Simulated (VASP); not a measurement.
Write the native input for VASP 6.6.1 that does the following.

| Quantity | Value |
| --- | --- |
| Task | relaxation of cell and atoms |
| Functional | LDA |
| Potentials or basis | VASP PAW LDA potentials, release 64 (Ta_pv, N) |
| Cutoff | 600 eV |
| k mesh | 7 × 7 × 4 |
| Occupations | fermi-dirac, width 0.05 eV |
| Spin | no spin polarisation |
| Target pressure | 10 GPa |
| Further INCAR settings | ALGO = Normal; EDIFF = 1e-06; IBRION = 2; EDIFFG = -0.02; NSW = 40; ISIF = 3 |
| Target pressure | 10 GPa |

The structure of TaN lies in POSCAR:

```
TaN
1.0
    2.9217699809      0.0000000000      0.0000000000
   -1.4608849905      2.5303270275      0.0000000000
    0.0000000000      0.0000000000      5.9165150000
Ta N
2 2
Direct
    0.0000000000      0.0000000000      0.5000000000
    0.0000000000      0.0000000000      0.0000000000
    0.3333333333      0.6666666667      0.2500000000
    0.6666666667      0.3333333333      0.7500000000
```

The cell comes from a database or a generator and needn't be the stable form of this composition.

One way to write it, as run:

INCAR

```
PREC     = Accurate       # precision mode
ENCUT    = 600            # plane-wave cutoff, eV
EDIFF    = 1E-6           # SCF threshold, eV
ISMEAR   = -1             # smearing method
SIGMA    = 0.05           # smearing width, eV
LREAL    = False          # projectors in reciprocal space
LASPH    = True           # aspherical terms in the spheres
NELM     = 80             # most SCF steps
ALGO     = Normal         # electronic algorithm
ISIF     = 3              # what is computed and relaxed
LWAVE    = False          # write WAVECAR
LCHARG   = False          # write CHGCAR
IBRION   = 2              # ionic algorithm
NSW      = 40             # ionic steps
EDIFFG   = -0.02          # ionic threshold
PSTRESS  = 100
```

KPOINTS

```
regular mesh
0
Gamma
  7 7 4
```

Potentials or basis: VASP PAW LDA potentials, release 64 (Ta_pv, N).

Launch:

```bash
$ cat potpaw_LDA.64/Ta_pv/POTCAR potpaw_LDA.64/N/POTCAR > POTCAR
$ mpirun -np 1 vasp_std > vasp.out
```

Results of the run:

The relaxed volume is 10.18 Å³/atom. The relaxed cell is a = 2.847 Å, b = 2.847 Å, c = 5.799 Å, α = 90.00°, β = 90.00°, γ = 120.00° and the space group after relaxing (to 0.05 Å) is P6_3/mmc (No. 194). The energy change on relaxing (the enthalpy is what falls) is -16.3 meV/atom. The ionic steps are 7, the pressure after relaxing is 10.1 GPa and the band gap on the k mesh is none (metal or under the smearing width).

Caveat: the cell is relaxed towards a set pressure, so the enthalpy falls and the energy may rise.

Run time: 66 s on 1 thread of Intel(R) Xeon(R) Platinum 8488C (Sapphire Rapids), on a shared host, peak memory 0.17 GiB.
